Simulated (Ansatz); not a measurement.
Computed with DFT PBE, scalar-relativistic, plane waves, PAW in Ansatz 0.2.0. All cells share a 420 eV cutoff and Γ-centred k meshes spaced at most about 0.3 Å⁻¹ (about 0.25 or finer for metals, 2π included). No spin polarisation.

All energies are static (0 K, no zero-point motion).

Compare these two cells of Si5Ge, each relaxed at this level.

A.

Space group P6/mmm (No. 191). a = 4.938 Å, b = 4.938 Å, c = 4.708 Å, α = 90.00°, β = 90.00°, γ = 120.00°
```tsv
atom	site	symmetry	x	y	z
Si	2c	-6m2	0.3333	0.6667	0.0000
Si	3g	mmm	0.5000	0.0000	0.5000
Ge	1a	6/mmm	0.0000	0.0000	0.0000
```

B.

Space group Cmmm (No. 65). a = 3.717 Å, b = 13.404 Å, c = 3.766 Å, α = 90.00°, β = 90.00°, γ = 90.00°
| atom | site | symmetry | x | y | z |
| --- | --- | --- | --- | --- | --- |
| Si | 4i | m2m | 0.0000 | 0.6804 | 0.0000 |
| Si | 2c | mmm | 0.5000 | 0.0000 | 0.5000 |
| Si | 4j | m2m | 0.5000 | 0.6645 | 0.5000 |
| Ge | 2a | mmm | 0.0000 | 0.0000 | 0.0000 |

Question: Which form is favoured at zero pressure, and by what margin per atom?

Answer: B is lower, by 42 meV/atom. A has the CaCu5 type, space group P6/mmm (No. 191), 16.6 Å³/atom and no gap on its mesh; B has Si and Ge ordered on fcc sites, space group Cmmm (No. 65), 15.6 Å³/atom and no gap. Counting Si atoms around Ge (those within 1.25 times the shortest such distance or 1.15 times the sum of covalent radii; a plus sign parts nearer from farther groups; the shortest distance is added where it is long for a bond), A has Ge 6+12 from 2.9 Å and B has Ge 4+8. The denser one is the lower, and pressure would at first widen the difference. Even the lower one lies +0.53 eV/atom against the reference forms of the elements (uncorrected), so neither is stable at this level. In A, around Si on a site of symmetry -6m2 lie 9 Si at 2.75–2.85 Å and 3 Ge at 2.85 Å; around Si on a site of symmetry mmm lie 4 Si at 2.47 Å and 4 Si at 2.75 Å; Ge is surrounded by 6 Si at 2.85 Å and 12 Si at 3.41 Å. In B, Si on a site of symmetry m2m is surrounded by 8 Si at 2.63–2.80 Å, 2 Ge at 3.05 Å and 2 Si at 3.07 Å; Si on a site of symmetry mmm has 4 Ge at 2.65 Å, 4 Si at 2.88 Å and 4 Si at 3.07 Å; around Ge lie 4 Si at 2.65 Å and 8 Si at 2.90–3.05 Å; 1 more site not described. Both come from invented guesses. The lowest form computed isn't among them: it has space group P6/mmm (No. 191), 15.6 Å³/atom and lies 39 meV/atom below the best shown.

Cells relaxed within their symmetry can be saddle points. Some structure types and database cells were kept out of the candidates from the start, so a known form may be missing.
